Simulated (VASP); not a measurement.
# LiH (P-3m1) in VASP: a series of runs

Runs on LiH. Level: PBE. Tasks: relaxation of the atoms.

All numbers are computed with VASP 6.6.1; they aren't measurements. Logs are shortened: lines on timing, memory, paths and dates and some standing lists are left out, and cuts for length are marked.

### 1 The undisturbed crystal

Symmetry: P-3m1, No. 164, trigonal system. The conventional cell has a = 2.813 Å, b = 2.813 Å, c = 11.842 Å, α = 90.00°, β = 90.00°, γ = 120.00°. Around Li (site symmetry 3m) lie 6 H at 1.99 to 2.04 Å. Li (site symmetry -3m) is surrounded by 6 H at 2.03 Å. Li (site symmetry 3m) is surrounded by 6 H at 1.99 Å. H (site symmetry 3m) has 6 Li at 1.99 Å as nearest neighbours. Around H (site symmetry 3m) lie 6 Li at 2.03 to 2.04 Å. H (site symmetry -3m) is surrounded by 6 Li at 1.99 Å.

The cell was built by a generator and needn't be a form met in nature.

### 2 Relaxation of the atoms, PBE, 7.48 Å³/atom (strain = -0.04)

Contents of INCAR:

```
  PREC = Accurate
  ENCUT = 520
  EDIFF = 1E-6
  ISMEAR = -1
  SIGMA = 0.05
  LREAL = F
  LASPH = T
  NELM = 100
  ALGO = Normal
  ISIF = 2
  LWAVE = F
  LCHARG = F
  GGA = PE
  IBRION = 2
  NSW = 60
  EDIFFG = -0.02
```

Contents of KPOINTS:

```
regular mesh
0
Gamma
  8 8 3
```

Contents of POSCAR:

```
LiH
1.0
    2.7000480000      0.0000000000      0.0000000000
   -1.3500192000      2.3383104000      0.0000000000
    0.0000000000      0.0000000000     11.8418100000
Li H
5 5
Direct
    0.0000000000      0.0000000000      0.7929800000
    0.0000000000      0.0000000000      0.0000000000
    0.0000000000      0.0000000000      0.2070200000
    0.3333300000      0.6666700000      0.4023000000
    0.6666700000      0.3333300000      0.5977000000
    0.3333300000      0.6666700000      0.6954100000
    0.6666700000      0.3333300000      0.8965800000
    0.3333300000      0.6666700000      0.1034200000
    0.6666700000      0.3333300000      0.3045900000
    0.0000000000      0.0000000000      0.5000000000
```

Potentials or basis: VASP PAW PBE potentials, release 64 (Li_sv, H).

Started as:

```sh
> cat potpaw_PBE.64/Li_sv/POTCAR potpaw_PBE.64/H/POTCAR > POTCAR
> mpirun -np 1 vasp_std > vasp.out
```

OUTCAR:

```text
PREC = Accurate
   ENCUT = 520
   EDIFF = 1E-6
   ISMEAR = -1
   LREAL = F
   LASPH = T
   NELM = 100
   ISIF = 2
   GGA = PE
   IBRION = 2
   NSW = 60
   EDIFFG = -0.02

 ion  position               nearest neighbor table
   1  0.000  0.000  0.793-   2 2.45
   2  0.000  0.000  0.000-   1 2.45   3 2.45
   3  0.000  0.000  0.207-   2 2.45
   4  0.333  0.667  0.402-
   5  0.667  0.333  0.598-
   6  0.333  0.667  0.695-
   7  0.667  0.333  0.897-
   8  0.333  0.667  0.103-
   9  0.667  0.333  0.305-
  10  0.000  0.000  0.500-

  LATTYP: Found a hexagonal cell.
 ALAT       =     2.7000480000
 C/A-ratio  =     4.3857775862

  Lattice vectors:

 A1 = (   2.7000480000,   0.0000000000,   0.0000000000)
 A2 = (  -1.3500192000,   2.3383104000,   0.0000000000)
 A3 = (   0.0000000000,   0.0000000000,  11.8418100000)

Analysis of symmetry for initial positions (statically):
=====================================================================
 Subroutine PRICEL returns:
 Original cell was already a primitive cell.

 Routine SETGRP: Setting up the symmetry group for a
 hexagonal supercell.

 Subroutine GETGRP returns: Found  4 space group operations
 (whereof  4 operations were pure point group operations)
 out of a pool of 24 trial point group operations.

The static configuration has the point symmetry C_2h.

Analysis of symmetry for dynamics (positions and initial velocities):
=====================================================================
 Subroutine PRICEL returns:
 Original cell was already a primitive cell.

 Routine SETGRP: Setting up the symmetry group for a
 hexagonal supercell.

 Subroutine GETGRP returns: Found  4 space group operations
 (whereof  4 operations were pure point group operations)
 out of a pool of 24 trial point group operations.

The dynamic configuration has the point symmetry C_2h.

 Subroutine INISYM returns: Found  4 space group operations
 (whereof  4 operations are pure point group operations),
 and found     1 'primitive' translations

----------------------------------------------------------------------------------------

                                     Primitive cell

  volume of cell :      74.7639

  direct lattice vectors                    reciprocal lattice vectors
     2.700048000  0.000000000  0.000000000     0.370363786  0.213828849  0.000000000
    -1.350019200  2.338310400  0.000000000     0.000000000  0.427659219  0.000000000
     0.000000000  0.000000000 11.841810000     0.000000000  0.000000000  0.084446550

  length of vectors
     2.700048000  2.700045808 11.841810000     0.427658872  0.427659219  0.084446550

  position of ions in fractional coordinates (direct lattice)
     0.000000000  0.000000000  0.792980000
     0.000000000  0.000000000  0.000000000
     0.000000000  0.000000000  0.207020000
     0.333330000  0.666670000  0.402300000
     0.666670000  0.333330000  0.597700000
     0.333330000  0.666670000  0.695410000
     0.666670000  0.333330000  0.896580000
     0.333330000  0.666670000  0.103420000
     0.666670000  0.333330000  0.304590000
     0.000000000  0.000000000  0.500000000

  ion indices of the primitive-cell ions
   primitive index   ion index
                 1           1
                 2           2
                 3           3
                 4           4
                 5           5
                 6           6
                 7           7
                 8           8
                 9           9
                10          10

----------------------------------------------------------------------------------------

 KPOINTS: regular mesh

Automatic generation of k-mesh.
 Grid dimensions read from file:
 generate k-points for:    8    8    3

 Generating k-lattice:

  Cartesian coordinates                     Fractional coordinates (reciprocal lattice)
     0.046295473  0.026728606  0.000000000     0.125000000 -0.000000000  0.000000000
     0.000000000  0.053457402  0.000000000     0.000000000  0.125000000  0.000000000
     0.000000000  0.000000000  0.028148850     0.000000000  0.000000000  0.333333333

  Length of vectors
     0.053457359  0.053457402  0.028148850

  Shift w.r.t. Gamma in fractional coordinates (k-lattice)
     0.000000000  0.000000000  0.000000000

 Subroutine IBZKPT returns following result:
 ===========================================

 Found     57 irreducible k-points:

 Following reciprocal coordinates:
            Coordinates               Weight
  0.000000  0.000000  0.000000      1.000000
  0.125000  0.000000  0.000000      4.000000
 -0.125000  0.125000  0.000000      2.000000
  0.250000  0.000000  0.000000      4.000000
 -0.250000  0.250000  0.000000      2.000000
  0.375000  0.000000  0.000000      4.000000
[... 16 lines left out ...]
  0.125000  0.000000  0.333333      4.000000
  0.000000  0.125000  0.333333      4.000000
 [... further k-points ...]
   k-points           NKPTS =     57   k-points in BZ     NKDIM =     57   number of bands    NBANDS=     16
   number of dos      NEDOS =    301   number of ions     NIONS =     10
   total plane-waves  NPLWV =  36000
   dimension x,y,z NGX =    20 NGY =   20 NGZ =   90
   dimension x,y,z NGXF=    40 NGYF=   40 NGZF=  180
   ions per type =               5   5
   NGX,Y,Z   is equivalent  to a cutoff of  12.31, 12.31, 12.64 a.u.
   NGXF,Y,Z  is equivalent  to a cutoff of  24.63, 24.63, 25.27 a.u.
 SYSTEM =  unknown system
   PREC   = accura    normal or accurate (medium, high low for compatibility)
   ISTART =      0    job   : 0-new  1-cont  2-samecut
   ICHARG =      2    charge: 1-file 2-atom 10-const
   ISPIN  =      1    spin polarized calculation?
   LNONCOLLINEAR =      F non collinear calculations
   LSORBIT =      F    spin-orbit coupling
   LASPH  =      T    aspherical Exc in radial PAW
   ENCUT  =  520.0 eV  38.22 Ry    6.18 a.u.   5.02  5.02 22.02*2*pi/ulx,y,z
   NELM   =    100;   NELMIN=  2; NELMDL= -5     # of ELM steps
   EDIFF  = 0.1E-05   stopping-criterion for ELM
   LREAL  =      F    real-space projection
   EDIFFG = -.2E-01   stopping-criterion for IOM
   NSW    =     60    number of steps for IOM
   IBRION =      2    ionic relax: 0-MD 1-quasi-New 2-CG
   NFREE  =      1    steps in history (QN), initial steepest desc. (CG)
   ISIF   =      2    stress and relaxation
   ISYM   =      2    0-nonsym 1-usesym 2-fastsym
   POTIM  = 0.5000    time-step for ionic-motion
   TEBEG  =    0.0;   TEEND  =   0.0 temperature during run
   PSTRESS=    0.0 pullay stress
   NELECT =      20.0000    total number of electrons
   NUPDOWN=      -1.0000    fix difference up-down
   EMIN   =  10.00;   EMAX   =-10.00  energy-range for DOS
   EFERMI =   0.00;   METHOD = LEGACY
   ISMEAR =    -1;   SIGMA  =   0.05  broadening in eV -4-tet -1-fermi 0-gaus
   EFERMI_NEDOS =   21; number of points for ismear=-14 and -15
   IALGO  =     38    algorithm
   IMIX   =      4    mixing-type and parameters
     AMIX     =   0.40;   BMIX     =  1.00
     AMIX_MAG =   1.60;   BMIX_MAG =  1.00
  volume/ion in A,a.u.               =       7.48        50.45
  Fermi-wavevector in a.u.,A,eV,Ry     =   1.054842  1.993363 15.139101  1.112693
  Thomas-Fermi vector in A             =   2.190018
   LORBIT       =      0    0 simple, 1 ext, 2 COOP (PROOUT), +10 PAW based schemes
   GGA     = PE    functional components
   LHFCALC =     F    Hartree Fock is set to
   AEXX    =    0.0000 exact exchange contribution
   IVDW    =     0    specifies the selected vdW correction
   LEPSILON=     F    determine dielectric tensor
   LRPA    =     F    only Hartree local field effects (RPA)
 conjugate gradient relaxation of ions
 non-spin polarized calculation
  energy-cutoff  :      520.00
  volume of cell :       74.76
 maximum number of plane-waves:      2035
   NGX =  9   NGY =  9   NGZ = 45

--------------------------------------- Ionic step        1  -------------------------------------------

 number of electron      20.0000024 magnetization

 Free energy of the ion-electron system (eV)
  ---------------------------------------------------
  ext. energy  EPLUGINS =         0.00000000
  ---------------------------------------------------
  free energy    TOTEN  =       -30.32527548 eV

  energy without entropy =      -30.32527548  energy(sigma->0) =      -30.32527548

------------------------ aborting loop because EDIFF is reached ----------------------------------------

  FORCE on cell =-STRESS in cart. coord.  units (eV):
  Direction    XX          YY          ZZ          XY          YZ          ZX
  --------------------------------------------------------------------------------------
  -------------------------------------------------------------------------------------
  Total        2.2385539      2.2383219     -0.2809380     -0.0001967     -0.0000063      0.0000109
  in kB       47.9718431     47.9668710     -6.0204543     -0.0042161     -0.0001349      0.0002340
  external PRESSURE =      29.9727533 kB  Pullay stress =       0.0000000 kB
[... 117 lines left out ...]
  energy  without entropy=      -30.3258649788  energy(sigma->0) =      -30.32586498

--------------------------------------- Ionic step        4  -------------------------------------------

 number of electron      20.0000019 magnetization

 Free energy of the ion-electron system (eV)
  ---------------------------------------------------
  ext. energy  EPLUGINS =         0.00000000
  ---------------------------------------------------
  free energy    TOTEN  =       -30.32597910 eV

  energy without entropy =      -30.32597910  energy(sigma->0) =      -30.32597910

 E-fermi :   1.4421     XC(G=0):  -8.7510

 val. band max:        0.4359495912   @ k =   0.5000   0.5000   0.0000
 cond. band min:       3.8769953739   @ k =   0.5000   0.0000   0.0000
 fundamental gap:      3.4410457827
 Fermi energy:         1.4421319964

 k-point     1 :       0.0000    0.0000    0.0000
  band No.  band energies     occupation
      1     -43.9182      2.00000
      2     -43.8405      2.00000
      3     -43.8343      2.00000
      4     -43.7780      2.00000
      5     -43.7508      2.00000
      6      -5.2766      2.00000
[... 8 lines left out ...]
     15      15.8969      0.00000
     16      16.0248      0.00000
[... 420 lines left out ...]
  band No.  band energies     occupation
      1     -43.9109      2.00000
      2     -43.8337      2.00000
      3     -43.8260      2.00000
      4     -43.7703      2.00000
      5     -43.7447      2.00000
      6      -4.9528      2.00000
[... 8 lines left out ...]
     15      13.1869      0.00000
     16      13.8589      0.00000

 [... further k-points ...]

------------------------ aborting loop because EDIFF is reached ----------------------------------------

  FORCE on cell =-STRESS in cart. coord.  units (eV):
  Direction    XX          YY          ZZ          XY          YZ          ZX
  --------------------------------------------------------------------------------------
  -------------------------------------------------------------------------------------
  Total        2.2224788      2.2222466     -0.2592580     -0.0001969     -0.0000049      0.0000084
  in kB       47.6273555     47.6223798     -5.5558570     -0.0042198     -0.0001040      0.0001802
  external PRESSURE =      29.8979594 kB  Pullay stress =       0.0000000 kB
[... 25 lines left out ...]
  FREE ENERGIE OF THE ION-ELECTRON SYSTEM (eV)
  ---------------------------------------------------
  free  energy   TOTEN  =       -30.3259790962 eV

  energy  without entropy=      -30.3259790961  energy(sigma->0) =      -30.32597910

 reached required accuracy - stopping structural energy minimisation
```

Wall time 64 s (1 thread of Intel Xeon 6975P-C (Granite Rapids), shared host); peak memory 0.2 GiB.

What came out:

- Free energy: -30.3260 eV
- Energy gained by relaxing: 0.1 meV/atom
- Ionic steps: 4
- Largest force after relaxing: 0.018 eV/Å
- Band gap on the k mesh: 3.44 eV, direct

Caveat: the cutoff is under 1.25 times the usual one of these potentials, so pressure, stress and relaxed cells hold a basis-set (Pulay) error; an odd mesh through Γ misses points on the zone boundary, where band edges often lie.

### 3 Relaxation of the atoms, PBE, 7.79 Å³/atom (strain = -0.02)

INCAR is that of step 2.

KPOINTS is that of step 2.

Changes to POSCAR since step 2:

```diff
@@ -2,4 +2,4 @@
 1.0
-    2.7000480000      0.0000000000      0.0000000000
-   -1.3500192000      2.3383104000      0.0000000000
+    2.7562990000      0.0000000000      0.0000000000
+   -1.3781446000      2.3870252000      0.0000000000
     0.0000000000      0.0000000000     11.8418100000
```

Potentials or basis: VASP PAW PBE potentials, release 64 (Li_sv, H).

Started as:

```sh
> cat potpaw_PBE.64/Li_sv/POTCAR potpaw_PBE.64/H/POTCAR > POTCAR
> mpirun -np 1 vasp_std > vasp.out
```

Wall time 50 s (1 thread of Intel Xeon 6975P-C (Granite Rapids), shared host); peak memory 0.2 GiB.

It converged, with:

```
Free energy                  : -30.3973 eV
Energy gained by relaxing    : 0.0 meV/atom
Ionic steps                  : 3
Largest force after relaxing : 0.010 eV/Å
Band gap on the k mesh       : 3.45 eV, indirect (least direct gap 3.47 eV)
```

Caveat: the cutoff is under 1.25 times the usual one of these potentials, so pressure, stress and relaxed cells hold a basis-set (Pulay) error; an odd mesh through Γ misses points on the zone boundary, where band edges often lie.

### 4 The reference run

An earlier run on the cell as given: functional PBE; potentials or basis VASP PAW PBE potentials, release 64 (Li_sv, H); cutoff 520 eV; k mesh 11 × 11 × 3; occupations fermi-dirac, width 0.05 eV; no spin polarisation.

* Band gap on the k mesh: 3.59 eV, indirect (least direct gap 3.65 eV)
